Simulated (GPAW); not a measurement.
# S/Pd(100) in an electric field, part 2 of 2

Aim: the dipole that a field along the normal induces in S/Pd(100).

GPAW 26.7.0; GPAW, PAW setups; slab in vacuum, relaxation (the session's first sound run).

So far. Step 4 (In a field): The dipole is now -0.0854 e Å, against 0.0011 in the run without a field. Step 5 (Field on): The dipole is now -0.0422 e Å, against 0.0011 in the run without a field.

## 8. Field on

run.py reads:

```python
import json
import numpy as np
from ase import Atoms
from gpaw import GPAW, PW
from gpaw.external import ConstantElectricField

slab = Atoms(
    ['Pd', 'Pd', 'Pd', 'Pd', 'S'],
    positions=[
        [1.37532, 1.37532, 7.00000],
        [0.00000, 0.00000, 8.94500],
        [1.37532, 1.37532, 10.96855],
        [-0.00000, 0.00000, 13.04547],
        [1.37532, 1.37532, 14.65899]],
    cell=[[2.75065, 0.0, 0.0], [0.0, 2.75065, 0.0], [0.0, 0.0, 21.50258]],
    pbc=[True, True, False])

slab.calc = GPAW(mode=PW(400), xc='PBE', kpts={'size': (11, 11, 1), 'gamma': True},
                 occupations={'name': 'fermi-dirac', 'width': 0.1}, nbands='160%',
                 convergence={'density': 1e-05}, maxiter=200,
                 poissonsolver={'dipolelayer': 'xy'},
                 external=ConstantElectricField(0.1, [0, 0, 1]),
                 symmetry={'tolerance': 1e-3}, txt='slab.txt')
result = {}
energy = slab.get_potential_energy()
fermi = slab.calc.get_fermi_level()
v = slab.calc.get_electrostatic_potential().mean((0, 1)) - fermi
n = slab.calc.get_pseudo_density().mean((0, 1))
L = slab.cell[2, 2]
z = np.arange(len(v)) * L / len(v)
low, high = slab.positions[:, 2].min(), slab.positions[:, 2].max()
below, above = np.interp([low - 4.8, high + 4.8], z, v)
slopes = [np.interp(x, z, np.gradient(v, z)) for x in (low - 4.8, high + 4.8)]
eps = np.array([[slab.calc.get_eigenvalues(k, s) for k in range(len(slab.calc.get_ibz_k_points()))]
                for s in range(slab.calc.get_number_of_spins())]) - fermi
top, bottom = eps[eps < 0].max(), eps[eps > 0].min()
dipole = slab.get_dipole_moment()[2]
print(f'energy {energy:.4f} eV, Fermi level {fermi:.4f} eV, dipole {dipole:.5f} e A')
print(f'potential 4.8 A off the faces, from the Fermi level: lower {below:.4f} eV, upper {above:.4f} eV')
print(f'slope of the potential there: lower {slopes[0]:.5f}, upper {slopes[1]:.5f} eV/A')
print(f'nearest levels on the mesh: {top:.4f} and {bottom:.4f} eV')
print('magnetic moment', round(slab.get_magnetic_moment(), 3))
result.update(energy=energy, fermi=fermi, dipole=dipole, below=below, above=above, slopes=slopes, edges=[top, bottom],
              z=z.tolist(), v=v.tolist(), n=n.tolist(), positions=slab.positions.tolist(),
              forces=slab.get_forces(apply_constraint=False).tolist(), moments=slab.get_magnetic_moments().tolist())
json.dump(result, open('result.json', 'w'))
```

Launch:

```sh
> OMP_NUM_THREADS=1 OPENBLAS_NUM_THREADS=1 python run.py
```

Elapsed: 8.7 min, on 1 thread of Arm Neoverse V1, shared host; peak memory 0.39 GiB.

The electrostatic potential energy of an electron (without an applied field's), less the Fermi level, planar mean by z:

```
z (Å)  electrostatic potential energy of an electron (without an applied field's), less the Fermi level, planar mean (eV)
  0.0                                                                                                                5.08
  0.5                                                                                                                5.61
  1.0                                                                                                                5.61
  1.5                                                                                                                5.61
  2.0                                                                                                                5.61
  2.5                                                                                                                5.61
  3.0                                                                                                                5.61
  3.5                                                                                                                5.60
  4.0                                                                                                                5.59
  4.5                                                                                                                5.55
  5.0                                                                                                                5.38
  5.5                                                                                                                4.76
  6.0                                                                                                                2.27
  6.5                                                                                                               -7.29
  7.0                                                                                                               -18.8
  7.5                                                                                                               -7.64
  8.0                                                                                                              -0.861
  8.5                                                                                                               -9.54
  9.0                                                                                                               -18.9
  9.5                                                                                                               -6.49
 10.0                                                                                                              -0.477
 10.5                                                                                                               -9.01
 11.0                                                                                                               -19.3
 11.5                                                                                                               -7.26
 12.0                                                                                                              -0.486
 12.5                                                                                                               -7.47
 13.0                                                                                                               -20.3
 13.5                                                                                                               -11.4
 14.0                                                                                                               -6.32
 14.5                                                                                                               -20.8
 15.0                                                                                                               -12.9
 15.5                                                                                                               0.400
 16.0                                                                                                                3.70
 16.5                                                                                                                4.37
 17.0                                                                                                                4.51
 17.5                                                                                                                4.54
 18.0                                                                                                                4.54
 18.5                                                                                                                4.55
 19.0                                                                                                                4.55
 19.5                                                                                                                4.55
 20.0                                                                                                                4.55
 20.5                                                                                                                4.55
 21.0                                                                                                                4.55
```

The dipole is now 0.0445 e Å, against 0.0011 in the run without a field.

## 9. Field on

Changes to run.py since step 8:

```diff
@@ -21,3 +21,3 @@
                  poissonsolver={'dipolelayer': 'xy'},
-                 external=ConstantElectricField(0.1, [0, 0, 1]),
+                 external=ConstantElectricField(0.2, [0, 0, 1]),
                  symmetry={'tolerance': 1e-3}, txt='slab.txt')
```

The job ended after 9.2 min (1 thread; peak memory 0.39 GiB).

Table of electrostatic potential energy of an electron (without an applied field's), less the Fermi level, planar mean by z:

```
z (Å)  electrostatic potential energy of an electron (without an applied field's), less the Fermi level, planar mean (eV)
  0.0                                                                                                                5.09
  0.5                                                                                                                6.14
  1.0                                                                                                                6.14
  1.5                                                                                                                6.14
  2.0                                                                                                                6.14
  2.5                                                                                                                6.14
  3.0                                                                                                                6.14
  3.5                                                                                                                6.14
  4.0                                                                                                                6.12
  4.5                                                                                                                6.08
  5.0                                                                                                                5.90
  5.5                                                                                                                5.26
  6.0                                                                                                                2.75
  6.5                                                                                                               -6.86
  7.0                                                                                                               -18.5
  7.5                                                                                                               -7.31
  8.0                                                                                                              -0.588
  8.5                                                                                                               -9.32
  9.0                                                                                                               -18.7
  9.5                                                                                                               -6.37
 10.0                                                                                                              -0.402
 10.5                                                                                                               -8.98
 11.0                                                                                                               -19.3
 11.5                                                                                                               -7.34
 12.0                                                                                                              -0.610
 12.5                                                                                                               -7.64
 13.0                                                                                                               -20.5
 13.5                                                                                                               -11.7
 14.0                                                                                                               -6.64
 14.5                                                                                                               -21.2
 15.0                                                                                                               -13.3
 15.5                                                                                                             -0.0615
 16.0                                                                                                                3.21
 16.5                                                                                                                3.87
 17.0                                                                                                                4.01
 17.5                                                                                                                4.04
 18.0                                                                                                                4.04
 18.5                                                                                                                4.04
 19.0                                                                                                                4.04
 19.5                                                                                                                4.04
 20.0                                                                                                                4.04
 20.5                                                                                                                4.04
 21.0                                                                                                                4.04
```

The dipole is now 0.0878 e Å, against 0.0011 in the run without a field.

## 10. In a field

Changes to run.py since step 9:

```diff
@@ -21,3 +21,3 @@
                  poissonsolver={'dipolelayer': 'xy'},
-                 external=ConstantElectricField(0.2, [0, 0, 1]),
+                 external=ConstantElectricField(0.3, [0, 0, 1]),
                  symmetry={'tolerance': 1e-3}, txt='slab.txt')
```

Run time: 11 min. Hardware: 1 thread; peak memory 0.4 GiB.

The electrostatic potential energy of an electron (without an applied field's), less the Fermi level, planar mean oscillates, so the rows of the table below give means over windows of 1 Å about each position, cut where the curve ends. Its maxima inside the range that stand out by 2 % of the span (Å: eV): 0.6: 6.68, 8.0: -0.184, 10.0: -0.319, 12.0: -0.726, 13.9: -6.24. Its minima: 7.0: -18.2, 8.9: -18.9, 11.0: -19.5, 13.0: -20.8, 14.6: -24.3.

Electrostatic potential energy of an electron (without an applied field's), less the Fermi level, planar mean against z; means over each step:

z (Å), electrostatic potential energy of an electron (without an applied field's), less the Fermi level, planar mean (eV) and a bar from the least value:
```
        0        6.1 #############################
        1        6.7 ##############################
        2        6.7 ##############################
        3        6.7 ##############################
        4        6.7 ##############################
        5        6.3 ##############################
        6        2.0 ########################
        7      -13.5 ####
        8       -2.9 #################
        9      -14.3 ###
       10       -2.9 ##################
       11      -14.9 ##
       12       -3.0 #################
       13      -16.4 
       14      -10.5 ########
       15      -13.4 ####
       16        2.3 ########################
       17        3.5 ##########################
       18        3.5 ##########################
       19        3.5 ##########################
       20        3.5 ##########################
       21        3.7 ##########################
```

The dipole is now 0.131 e Å, against 0.0011 in the run without a field.

## 11. The series

The members are put on one axis.

This step: induced dipole against applied field (GPAW 26.7.0).

Dipole along the normal against field:

```
field (V/Å)  dipole along the normal (e·Å)
     -0.200                        -0.0854
     -0.100                        -0.0422
     -0.050                        -0.0205
      0.000                        0.00106
      0.050                         0.0228
      0.100                         0.0445
      0.200                         0.0878
      0.300                          0.131
```

## 12. A changed run

One more run, with changed settings.

This step: GPAW, PAW setups; slab in vacuum (GPAW 26.7.0).

Changes to run.py since step 10:

```diff
@@ -4,3 +4,2 @@
 from gpaw import GPAW, PW
-from gpaw.external import ConstantElectricField
 
@@ -19,5 +18,4 @@
                  occupations={'name': 'fermi-dirac', 'width': 0.1}, nbands='160%',
-                 convergence={'density': 1e-05}, maxiter=200,
+                 convergence={'density': 1e-05}, maxiter=50,
                  poissonsolver={'dipolelayer': 'xy'},
-                 external=ConstantElectricField(0.3, [0, 0, 1]),
                  symmetry={'tolerance': 1e-3}, txt='slab.txt')
@@ -31,4 +29,4 @@
 low, high = slab.positions[:, 2].min(), slab.positions[:, 2].max()
-below, above = np.interp([low - 4.8, high + 4.8], z, v)
-slopes = [np.interp(x, z, np.gradient(v, z)) for x in (low - 4.8, high + 4.8)]
+below, above = np.interp([low - 1.0, high + 1.0], z, v)
+slopes = [np.interp(x, z, np.gradient(v, z)) for x in (low - 1.0, high + 1.0)]
 eps = np.array([[slab.calc.get_eigenvalues(k, s) for k in range(len(slab.calc.get_ibz_k_points()))]
@@ -38,3 +36,3 @@
 print(f'energy {energy:.4f} eV, Fermi level {fermi:.4f} eV, dipole {dipole:.5f} e A')
-print(f'potential 4.8 A off the faces, from the Fermi level: lower {below:.4f} eV, upper {above:.4f} eV')
+print(f'potential 1.0 A off the faces, from the Fermi level: lower {below:.4f} eV, upper {above:.4f} eV')
 print(f'slope of the potential there: lower {slopes[0]:.5f}, upper {slopes[1]:.5f} eV/A')
```

Wall time 4.1 min (1 thread); peak memory 0.23 GiB.

The run finished. A setting was moved off its sound value on purpose, so it serves as a test and not as the result.

The fault put into the input: the potential probed 1 A off the face (probe = 1.0).

## 13. Outcome

```
work function, upper and lower face            : 5.051 and 5.077 eV
dipole along the normal                        : 0.00106 e Å
induced dipole per field                       : 0.433 e Å per V/Å
out-of-plane polarisability per area, α/(ε0 A) : 10.4 Å
```

**Reading.** The field induces 0.433 e Å per V/Å, a polarisable thickness α/(ε0 A) of 10.4 Å beside 7.66 Å between the outermost nuclei. A perfect conductor would give the distance between its two image planes; a dielectric of thickness t gives t(1 - 1/ε). The induced dipole is linear in the field over this range. The cell of 7.57 Å² holds one S, started on one chosen site; other sites and coverages weren't tried. The small printed dipole stands for a step of -25 meV from the lower to the upper face, and the probes find -26 meV; values this small are near the numerical noise of both. The in-plane lattice was kept as typed, which isn't the functional's own and leaves some strain; spin-orbit coupling and temperature are left out.

[Logs are printed without paths, hosts, clocks, repeated set-up lines and the standing remarks that a program may print on its own settings, such as how far it seeks lower states.]

[Hosts, paths, dates, database ids (printed as entryN), source tags and the programs' standing remarks are cut or masked in the printed files.]
